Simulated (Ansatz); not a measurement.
Space group F-43m (No. 216). a = 6.078 Å, b = 6.078 Å, c = 6.078 Å, α = 90.00°, β = 90.00°, γ = 90.00°
```csv
atom,site,symmetry,x,y,z
Cu,4d,-43m,0.2500,0.2500,0.7500
I,4a,-43m,0.0000,0.0000,0.0000
```

Equation of state of this CuI structure (not necessarily the ground state), with shape and atoms relaxed at each volume where symmetry leaves them free. Method: Ansatz 0.2.0, DFT PBE, scalar-relativistic, plane waves, PAW.

Plane waves to 420 eV, a k mesh through Γ of 8×8×8 on the computed 2-atom cell and Gaussian smearing (0.02 eV); no spin polarisation.

```json
{"V (Å³/atom)": "26.383", "E − E(largest V) (meV/atom)": "3.51", "P (GPa)": "2.86", "gap on mesh (eV)": "1.27"}
{"V (Å³/atom)": "27.225", "E − E(largest V) (meV/atom)": "-7.32", "P (GPa)": "1.31", "gap on mesh (eV)": "1.18"}
{"V (Å³/atom)": "28.067", "E − E(largest V) (meV/atom)": "-10.71", "P (GPa)": "0.02", "gap on mesh (eV)": "1.10"}
{"V (Å³/atom)": "28.909", "E − E(largest V) (meV/atom)": "-7.91", "P (GPa)": "-1.05", "gap on mesh (eV)": "1.03"}
{"V (Å³/atom)": "29.751", "E − E(largest V) (meV/atom)": "0.00", "P (GPa)": "-1.93", "gap on mesh (eV)": "0.96"}
```

**Question.** Fit a third-order Birch–Murnaghan equation to E(V).

**Answer.** V0 = 28.08 Å³/atom, B0 = 39 GPa, B0' = 5.3.

Spin-orbit coupling is left out, which matters for the bands of heavy elements.